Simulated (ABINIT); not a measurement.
# Ge (Cmmm) in ABINIT: notebook

One crystal, Ge, is run at these levels: r2SCAN, SCAN; tasks: band structure.

Everything below comes from runs of ABINIT 10.8.3 (patched build). Logs are shortened: lines on timing, memory, paths and dates and some standing lists are left out, and cuts for length are marked. The log counts tension as positive stress, the text compression.

## 1. The crystal as given

Symmetry: Cmmm, No. 65, orthorhombic system. Conventional cell: a = 2.794 Å, b = 5.201 Å, c = 2.698 Å, α = 90.00°, β = 90.00°, γ = 90.00°. Around Ge (site symmetry mmm) lie 8 Ge at 2.70 to 2.95 Å.

This isn't the form of Ge at room conditions, which is diamond.

## 2. Band structure, r2SCAN

Contents of run.abi:

```
# Datasets: ground state, then fixed potential
ndtset 2

# Pseudopotentials
pp_dirpath "./"
pseudos "Ge.GGA_PBE-JTH.xml"

# Structure
acell 2.952068562 2.952068562 2.698231 Angstrom
rprim
     0.4732779645    -0.8809131446     0.0000000000
     0.4732779645     0.8809131446     0.0000000000
     0.0000000000     0.0000000000     1.0000000000
ntypat 1
znucl 32
natom 1
typat 1
xcart
     2.6402289653     0.0000000000     0.0000000000
chkprim 0
chksymtnons 0
tolsym 1.0e-6

# Plane-wave basis
ecut 26.0
pawecutdg 48.0

# Exchange and correlation
ixc -497498
usekden 1
pawxcdev 0

# Bands and occupations
occopt 3
tsmear 0.05 eV

# SCF cycle
nstep 100

# Output
iomode 3
prtwf 0
prteig 0
prtebands 0
prtden1 1
prtkden1 1

# Dataset 1
kptopt1 1
ngkpt1 11 11 10
nshiftk1 1
shiftk1 0.0 0.0 0.0
nband1 11
tolvrs1 1.0e-7

# Dataset 2: bands along G-X-S-R-A-Z-G-Y-X1-A1-T-Y
iscf2 -2
getden2 1
getkden2 1
nband2 17
nbdbuf2 4
tolwfr2 1.0e-11
kptopt2 -11
ndivsm2 8
prteig2 1
kptbounds2
     0.0000000000     0.0000000000     0.0000000000
     0.3221616403     0.3221616403     0.0000000000
     0.0000000000     0.5000000000     0.0000000000
     0.0000000000     0.5000000000     0.5000000000
     0.3221616403     0.3221616403     0.5000000000
     0.0000000000     0.0000000000     0.5000000000
     0.0000000000     0.0000000000     0.0000000000
    -0.5000000000     0.5000000000     0.0000000000
    -0.3221616403     0.6778383597     0.0000000000
    -0.3221616403     0.6778383597     0.5000000000
    -0.5000000000     0.5000000000     0.5000000000
    -0.5000000000     0.5000000000     0.0000000000
```

Potentials or basis: JTH PAW PBE v2.0.

Command:

```
$ abinit run.abi > log 2>&1
```

run.abo:

```text
.Version 10.8.3 of ABINIT
 DATASET    1 : space group Cm m m (# 65); Bravais oC (1-face-center ortho.)
================================================================================
 Values of the parameters that define the memory need for DATASET  1.
     intxc =       0    ionmov =       0      iscf =      17    lmnmax =      18
     lnmax =       6     mgfft =      27  mpssoang =       3    mqgrid =    3001
     natom =       1  nloc_mem =       2    nspden =       1   nspinor =       1
    nsppol =       1      nsym =       8    n1xccc =       1    ntypat =       1
    occopt =       3   xclevel =       2
       mpw =         852          nfft =       17496          nkpt =         216
 PAW method is used; the additional fine FFT grid is defined by:
   mgfftf=        36    nfftf =     41472
================================================================================
================================================================================

 DATASET    2 : space group Cm m m (# 65); Bravais oC (1-face-center ortho.)
================================================================================
 Values of the parameters that define the memory need for DATASET  2.
     intxc =       0    ionmov =       0      iscf =      -2    lmnmax =      18
     lnmax =       6     mgfft =      27  mpssoang =       3    mqgrid =    3001
     natom =       1  nloc_mem =       2    nspden =       1   nspinor =       1
    nsppol =       1      nsym =       8    n1xccc =       1    ntypat =       1
    occopt =       3   xclevel =       2
       mpw =         852          nfft =       17496          nkpt =         139
 PAW method is used; the additional fine FFT grid is defined by:
   mgfftf=        36    nfftf =     41472
================================================================================
================================================================================

--------------------------------------------------------------------------------
------------- Echo of variables that govern the present computation ------------
--------------------------------------------------------------------------------
 -outvars: echo values of preprocessed input variables --------
            acell      5.5786010871E+00  5.5786010871E+00  5.0989176144E+00 Bohr
              amu      7.26100000E+01
          chkprim           0
      chksymtnons           0
             ecut      2.60000000E+01 Hartree
           getden1          0
           getden2          1
          getkden1          0
          getkden2          1
             iscf1         17
             iscf2         -2
                       outvar_i_n : Printing only first  50 k-points.
              ixc     -497498
           jdtset        1    2
                       outvar_i_n : Printing only first  50 k-points.
           kptopt1          1
           kptopt2        -11
         kptrlatt       11    0    0      0   11    0      0    0   10
          kptrlen1     5.09891761E+01
          kptrlen2     3.00000000E+01
            natom           1
            nband1         11
            nband2         17
           nbdbuf1          0
           nbdbuf2          4
           ndtset           2
           ndivsm1          0
           ndivsm2          8
            ngfft          27      27      24
          ngfftdg          36      36      32
             nkpt1        216
             nkpt2        139
            nstep         100
             nsym           8
           ntypat           1
                       prtocc : prtvol=0, do not print more k-points.
           occopt           3
        pawecutdg      4.80000000E+01 Hartree
         pawxcdev           0
        prtebands           0
           prteig1          0
           prteig2          1
          prtkden           1
            prtwf           0
            rprim      4.7327796450E-01 -8.8091314460E-01  0.0000000000E+00
                       4.7327796450E-01  8.8091314460E-01  0.0000000000E+00
[... 235 lines left out ...]

 getcut: wavevector=  0.0000  0.0000  0.0000  ngfft=  27  27  24
         ecut(hartree)=     26.000   => boxcut(ratio)=   2.03074

 Fine grid specifications (used for densities):

 getcut: wavevector=  0.0000  0.0000  0.0000  ngfft=  36  36  32
         ecut(hartree)=     48.000   => boxcut(ratio)=   2.01227
--------------------------------------------------------------------------------

================================================================================
 Non-SCF case, kpt    1 (  0.00000  0.00000  0.00000), residuals and eigenvalues=
  9.29E-12  8.80E-12  5.87E-12  6.16E-12  4.14E-12  6.72E-12  5.12E-12  9.22E-12
  1.37E-12  1.51E-12  8.07E-12  3.51E-12  4.73E-12  2.20E-12  4.52E-04  9.66E-04
  8.83E-04
 -6.2788E-01 -6.2579E-01 -6.2375E-01 -6.1935E-01 -6.1848E-01 -1.8831E-01
  5.6555E-01  5.8350E-01  6.4214E-01  6.9893E-01  7.9677E-01  8.8854E-01
  9.0003E-01  9.1767E-01  1.4383E+00  1.4595E+00  1.4944E+00
 Non-SCF case, kpt    2 (  0.01895  0.01895  0.00000), residuals and eigenvalues=
  8.34E-12  8.33E-12  6.07E-12  8.48E-12  2.58E-12  3.34E-12  1.74E-12  5.03E-12
  5.37E-12  2.05E-12  3.29E-12  3.01E-12  1.62E-12  2.29E-12  4.41E-05  1.71E-04
  4.89E-04
[... 948 lines left out ...]
 Non-SCF case, kpt  138 ( -0.50000  0.50000  0.03571), residuals and eigenvalues=
  2.23E-12  1.11E-12  6.67E-12  2.26E-12  7.70E-12  7.28E-12  2.47E-12  9.82E-12
  9.87E-12  6.06E-12  6.05E-13  4.69E-12  2.25E-12  1.70E-05  4.30E-04  4.64E-05
  1.04E-03
 -6.2777E-01 -6.2419E-01 -6.2099E-01 -6.2035E-01 -6.1882E-01 -2.3386E-02
  9.5693E-02  5.1085E-01  6.5752E-01  6.8607E-01  8.9244E-01  9.3595E-01
  1.0025E+00  1.3182E+00  1.3632E+00  1.4177E+00  1.4236E+00
 Non-SCF case, kpt  139 ( -0.50000  0.50000  0.00000), residuals and eigenvalues=
  1.68E-12  5.95E-12  4.12E-12  3.82E-12  1.67E-12  5.33E-12  3.08E-12  1.69E-12
  9.35E-12  3.51E-12  8.03E-12  6.65E-12  2.90E-12  1.83E-04  2.46E-03  8.05E-04
  5.79E-04
 -6.2781E-01 -6.2426E-01 -6.2094E-01 -6.2035E-01 -6.1879E-01 -2.4346E-02
  9.4750E-02  5.0991E-01  6.6426E-01  6.8991E-01  9.2299E-01  9.4478E-01
  9.4807E-01  1.3636E+00  1.3799E+00  1.3896E+00  1.4194E+00

Result for kinetic energy density :

--------------------------------------------------------------------------------
 Total kinetic energy density [Ha/Bohr^3]
)     Maximum=    5.3627E-01  at reduced coord.    0.3889    0.4722    0.9375
)     Minimum=    4.6188E-03  at reduced coord.    0.8056    0.1944    0.5000
   Integrated=    6.4097E+00
--------------------------------------------------------------------------------

--- !ResultsGS
iteration_state: {dtset: 2, }
comment   : Summary of ground state results
lattice_vectors:
- [  2.6402290,  -4.9142630,   0.0000000, ]
- [  2.6402290,   4.9142630,   0.0000000, ]
- [  0.0000000,   0.0000000,   5.0989176, ]
lattice_lengths: [   5.57860,    5.57860,    5.09892, ]
lattice_angles: [ 90.000,  90.000, 123.505, ] # degrees, (23, 13, 12)
lattice_volume:   1.3231466E+02
convergence: {deltae:  0.000E+00, res2:  0.000E+00, residm:  9.997E-12, diffor:  0.000E+00, }
etotal    :  -8.83804475E+01
entropy   :   0.00000000E+00
fermie    :   3.06010150E-01
cartesian_stress_tensor: null
pressure_GPa: null
xred      :
- [  5.0000E-01,   5.0000E-01,   0.0000E+00, Ge]
cartesian_forces: null
force_length_stats: {min: null, max: null, mean: null, }
...

 Integrated electronic density in atomic spheres:
 ------------------------------------------------
 Atom  Sphere_radius  Integrated_density
    1        2.30477         12.19443049

================================================================================

 ----iterations are completed or convergence reached----

 Mean square residual over all n,k,spin=   46.187E-13; max=  99.970E-13
 reduced coordinates (array xred) for    1 atoms
       0.499999999630      0.499999999630      0.000000000000

 cartesian coordinates (angstrom) at end:
    1      1.39714899905493    -0.00000000000000     0.00000000000000
 length scales=  5.578601087082  5.578601087082  5.098917614434 bohr
              =  2.952068562000  2.952068562000  2.698231000000 angstroms
 Eigenvalues (hartree) for nkpt= 139  k points:
 kpt#   1, nband= 17, wtk=  1.00000, kpt=  0.0000  0.0000  0.0000 (reduced coord)
  -0.62788   -0.62579   -0.62375   -0.61935   -0.61848   -0.18831    0.56555    0.58350
   0.64214    0.69893    0.79677    0.88854    0.90003    0.91767    1.43831    1.45953
   1.49437
 kpt#   2, nband= 17, wtk=  1.00000, kpt=  0.0190  0.0190  0.0000 (reduced coord)
  -0.62784   -0.62572   -0.62377   -0.61936   -0.61851   -0.18725    0.56658    0.58230
   0.62743    0.70394    0.79994    0.85458    0.91007    0.95599    1.43644    1.43997
   1.45845
 kpt#   3, nband= 17, wtk=  1.00000, kpt=  0.0379  0.0379  0.0000 (reduced coord)
  -0.62775   -0.62553   -0.62384   -0.61937   -0.61859   -0.18410    0.56968    0.57822
   0.59476    0.71205    0.80680    0.81489    0.93827    1.00923    1.39789    1.43143
   1.45539
 kpt#   4, nband= 17, wtk=  1.00000, kpt=  0.0569  0.0569  0.0000 (reduced coord)
  -0.62760   -0.62521   -0.62394   -0.61938   -0.61872   -0.17884    0.55525    0.56992
   0.57482    0.71993    0.78202    0.81446    0.97957    1.06619    1.35308    1.42201
   1.44925
 kpt#   5, nband= 17, wtk=  1.00000, kpt=  0.0758  0.0758  0.0000 (reduced coord)
[... 525 lines left out ...]
   0.59648    0.68722    0.79080    1.01433    1.12048    1.21938    1.27672    1.42411
   1.43173
 kpt# 137, nband= 17, wtk=  1.00000, kpt= -0.5000  0.5000  0.0714 (reduced coord)
  -0.62765   -0.62398   -0.62113   -0.62034   -0.61893   -0.02051    0.09851    0.51367
   0.63298    0.68426    0.84056    0.96936    1.06047    1.26790    1.32067    1.41958
   1.42094
 kpt# 138, nband= 17, wtk=  1.00000, kpt= -0.5000  0.5000  0.0357 (reduced coord)
  -0.62777   -0.62419   -0.62099   -0.62035   -0.61882   -0.02339    0.09569    0.51085
   0.65752    0.68607    0.89244    0.93595    1.00246    1.31820    1.36321    1.41770
   1.42365
 kpt# 139, nband= 17, wtk=  1.00000, kpt= -0.5000  0.5000  0.0000 (reduced coord)
  -0.62781   -0.62426   -0.62094   -0.62035   -0.61879   -0.02435    0.09475    0.50991
   0.66426    0.68991    0.92299    0.94478    0.94807    1.36359    1.37995    1.38965
   1.41940

== END DATASET(S) ==============================================================
================================================================================

 -outvars: echo values of variables after computation  --------
            acell      5.5786010871E+00  5.5786010871E+00  5.0989176144E+00 Bohr
           etotal1    -8.8380447464E+01
            fcart1    -0.0000000000E+00 -0.0000000000E+00 -0.0000000000E+00
            rprim      4.7327796450E-01 -8.8091314460E-01  0.0000000000E+00
                       4.7327796450E-01  8.8091314460E-01  0.0000000000E+00
                       0.0000000000E+00  0.0000000000E+00  1.0000000000E+00
           strten1     4.2252221703E-05  1.4910476888E-04  8.9667477596E-05
                       0.0000000000E+00  0.0000000000E+00  0.0000000000E+00
           xangst      1.3971489991E+00 -1.9856811182E-17  0.0000000000E+00
             xred      4.9999999963E-01  4.9999999963E-01  0.0000000000E+00
 Calculation completed.
```

Run time: 4.7 min. Hardware: 1 thread of Arm Neoverse V1, shared host; peak memory 0.18 GiB.

Results:

| Item | Value |
| --- | --- |
| Free energy | -2404.9545 eV |
| Pressure | -2.8 GPa |
| Band gap on the k mesh | none (metal or under the smearing width) |
| Valence electrons inside the program's atomic spheres | Ge 12.19 (radii [1.2196] Å) |

Stress tensor (GPa, compression positive):
```
-1.24  0.00  0.00
 0.00 -4.39  0.00
 0.00  0.00 -2.64
```

Levels at the corners of the path, in eV from the Fermi level:
```tsv
point	band 3	band 4	band 5	band 6	band 7	band 8	band 9	band 10	band 11	band 12
Γ	-25.30	-25.18	-25.16	-13.45	7.06	7.55	9.15	10.69	13.35	15.85
X	-25.25	-25.21	-25.20	-7.26	-3.69	-3.08	11.69	17.48	18.50	19.27
S	-25.22	-25.20	-25.19	-8.07	-5.53	3.66	8.04	11.16	17.54	17.67
R	-25.27	-25.20	-25.09	-3.61	-2.44	-1.72	4.23	6.69	12.28	13.89
A	-25.28	-25.25	-25.10	-2.63	-1.16	-0.56	0.09	5.91	6.25	21.99
Z	-25.25	-25.23	-25.20	-9.50	-5.87	10.58	12.18	16.79	17.44	18.01
Γ	-25.30	-25.18	-25.16	-13.45	7.06	7.55	9.15	10.69	13.35	15.85
Y	-25.22	-25.21	-25.17	-8.99	-5.75	5.55	9.75	10.45	16.79	17.38
X1	-25.25	-25.21	-25.20	-7.26	-3.69	-3.08	11.69	17.48	18.50	19.27
A1	-25.28	-25.25	-25.10	-2.63	-1.16	-0.56	0.09	5.91	6.25	21.99
T	-25.24	-25.20	-25.11	-4.65	-2.60	-2.39	3.85	8.59	14.17	15.77
Y	-25.22	-25.21	-25.17	-8.99	-5.75	5.55	9.75	10.45	16.79	17.38
```

Caveat: totals of a meta-GGA on PAW files have another zero than those of a GGA; the PAW data sets were made with another functional, which shifts forces and pressure a little.

## 3. Band structure, SCAN

run.abi: that of step 2 with these lines changed.

```diff
@@ -28,3 +28,3 @@
 # Exchange and correlation
-ixc -497498
+ixc -263267
 usekden 1
```

Potentials or basis: JTH PAW PBE v2.0.

Command:

```
$ abinit run.abi > log 2>&1
```

Wall time 5.2 min (1 thread of Arm Neoverse V1, shared host); peak memory 0.17 GiB.

The run converged. Its results:

| Item | Value |
| --- | --- |
| Free energy | -2413.2018 eV |
| Pressure | -3.5 GPa |
| Band gap on the k mesh | none (metal or under the smearing width) |
| Valence electrons inside the program's atomic spheres | Ge 12.21 (radii [1.2196] Å) |

Stress tensor (GPa, compression positive):
```
-2.21  0.00  0.00
 0.00 -5.70  0.00
 0.00  0.00 -2.60
```

Levels at the corners of the path, in eV from the Fermi level:
```csv
point,band 3,band 4,band 5,band 6,band 7,band 8,band 9,band 10,band 11,band 12
Γ,-25.22,-25.12,-25.10,-13.42,6.82,7.42,8.93,10.86,13.31,15.82
X,-25.18,-25.15,-25.15,-7.28,-3.68,-3.13,11.39,17.52,18.31,19.04
S,-25.16,-25.13,-25.13,-8.10,-5.52,3.61,7.96,10.87,17.43,17.45
R,-25.20,-25.12,-25.05,-3.86,-2.39,-1.56,4.09,6.61,12.10,13.78
A,-25.20,-25.17,-25.06,-2.89,-0.98,-0.53,0.05,5.75,6.15,21.76
Z,-25.19,-25.17,-25.15,-9.56,-5.79,10.38,11.84,16.82,17.28,17.93
Γ,-25.22,-25.12,-25.10,-13.42,6.82,7.42,8.93,10.86,13.31,15.82
Y,-25.16,-25.13,-25.11,-8.97,-5.79,5.42,9.75,10.16,16.67,17.21
X1,-25.18,-25.15,-25.15,-7.28,-3.68,-3.13,11.39,17.52,18.31,19.04
A1,-25.20,-25.17,-25.06,-2.89,-0.98,-0.53,0.05,5.75,6.15,21.76
T,-25.18,-25.13,-25.06,-4.80,-2.63,-2.26,3.75,8.40,14.06,15.67
Y,-25.16,-25.13,-25.11,-8.97,-5.79,5.42,9.75,10.16,16.67,17.21
```

Caveat: totals of a meta-GGA on PAW files have another zero than those of a GGA; the PAW data sets were made with another functional, which shifts forces and pressure a little.
